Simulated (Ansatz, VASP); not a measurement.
## Two plane-wave programs on BaZrO3

```xyz
5
Lattice="4.1815 0.0000 0.0000 0.0000 4.1815 0.0000 0.0000 0.0000 4.1815" Properties=species:S:1:pos:R:3 pbc="T T T"
Ba    2.0907    2.0907    2.0907
Zr    0.0000    0.0000    0.0000
O     2.0907    0.0000    0.0000
O     0.0000    2.0907    0.0000
O     0.0000    0.0000    2.0907
```

Alike in both runs: task single point; functional r2SCAN; k mesh 4 × 4 × 4; occupations gaussian, width 0.1 eV; no spin polarisation.

```csv
,VASP,Ansatz
version,VASP 6.6.1,Ansatz 0.2.0
potentials or method,"VASP PAW PBE potentials, release 64 (Ba_sv, Zr_sv, O)","scalar-relativistic, plane waves, PAW"
plane-wave cutoff (eV),520,500
valence electrons in the cell,40,40
```

Ansatz gave:

```
gap on the k mesh at the Fermi level (eV) : 3.77
least direct gap on the mesh (eV)         : 3.98
pressure (GPa)                            : 2.9
```

Q: Which values does VASP return?

A: gap on the k mesh at the Fermi level (eV): 3.71; least direct gap on the mesh (eV): 3.95; pressure (GPa): 4.0.

Caveats: the PAW data sets were made with another functional, which shifts forces and pressure a little (VASP); spin-orbit coupling is left out, which moves the levels of the heavy elements. r2SCAN opens gaps a little over a GGA but as a rule still falls short of measured ones. A k mesh can miss the band edges.
